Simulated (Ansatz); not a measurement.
FeO: single point with PBE

FeO:

```xyz
2
Lattice="2.9029 0.0000 0.0000 -1.4515 2.5140 0.0000 0.0000 0.0000 2.8331" Properties=species:S:1:pos:R:3 pbc="T T T"
Fe    0.0271    0.0113   -0.0529
O     1.3986    0.8245    1.4376
```

The cell comes from a database or a generator and needn't be the stable form of this composition.

The cell isn't the ideal one: atoms moved at random, drawn with an rms of 0.05 Å.

```yaml
Program: Ansatz 0.2.0
Task: single point
Functional: PBE
Potentials_or_basis: Ansatz PAW
Cutoff: "420 eV (not typed: the program's choice for these potentials)"
k_mesh: 10 × 10 × 9
Occupations: fermi-dirac, width 0.05 eV
Spin: collinear spin, ferromagnetic start
Starting_moments: "[3.0, 0.0] μB"
```

- Pressure: -9.3 GPa
- Largest force: 0.423 eV/Å
- Band gap on the k mesh: none (metal or under the smearing width)
- Net moment: 4.00 μB per cell
- Absolute moment: 4.05 μB per cell
- Site moments: Fe +3.41; O +0.37 μB

Forces in eV/Å, atoms in the order of the input:
```
Fe  -0.313 -0.111  0.261
O    0.313  0.111 -0.261
```

Stress tensor (GPa, compression positive):
```
 -7.62   0.32  -1.04
  0.32  -8.05  -0.40
 -1.04  -0.40 -12.20
```

Levels at points of the mesh, in eV from the Fermi level:
Spin up:
| k point | band 11 | band 12 | band 13 | band 14 | band 15 | band 16 |
| --- | --- | --- | --- | --- | --- | --- |
| (0.00, 0.00, 0.00) | -2.74 | -1.21 | -0.94 | 0.20 | 13.73 | 15.33 |
| (0.00, -0.50, 0.00) | -2.14 | -2.05 | -0.68 | 5.00 | 7.93 | 13.93 |
| (-0.50, 0.00, 0.00) | -2.20 | -2.10 | -0.41 | 4.95 | 8.10 | 13.99 |
| (-0.50, -0.50, 0.00) | -2.14 | -2.05 | -0.79 | 5.04 | 7.88 | 14.01 |
Spin down:
| k point | band 6 | band 7 | band 8 | band 9 | band 10 | band 11 | band 12 | band 13 |
| --- | --- | --- | --- | --- | --- | --- | --- | --- |
| (0.00, 0.00, 0.00) | -3.27 | -3.24 | -3.10 | -1.68 | 0.92 | 1.22 | 1.31 | 1.46 |
| (0.00, -0.50, 0.00) | -6.88 | -3.57 | -3.20 | -1.24 | 1.09 | 1.13 | 1.38 | 2.25 |
| (-0.50, 0.00, 0.00) | -6.98 | -3.72 | -3.02 | -1.42 | 1.13 | 1.14 | 1.36 | 2.50 |
| (-0.50, -0.50, 0.00) | -6.85 | -3.51 | -3.21 | -1.27 | 1.08 | 1.12 | 1.39 | 2.14 |

Run time: 22 s on 2 threads of Arm Neoverse V2, on a shared host, peak memory 0.59 GiB.

Caveat: the pressure holds a Pulay correction of +0.6 GPa for the finite cutoff; a cell with one magnetic atom can't hold antiferromagnetic order, which such compounds often take; semilocal functionals often make such compounds metallic where correlation or magnetic order opens a gap, which also shifts bond lengths.
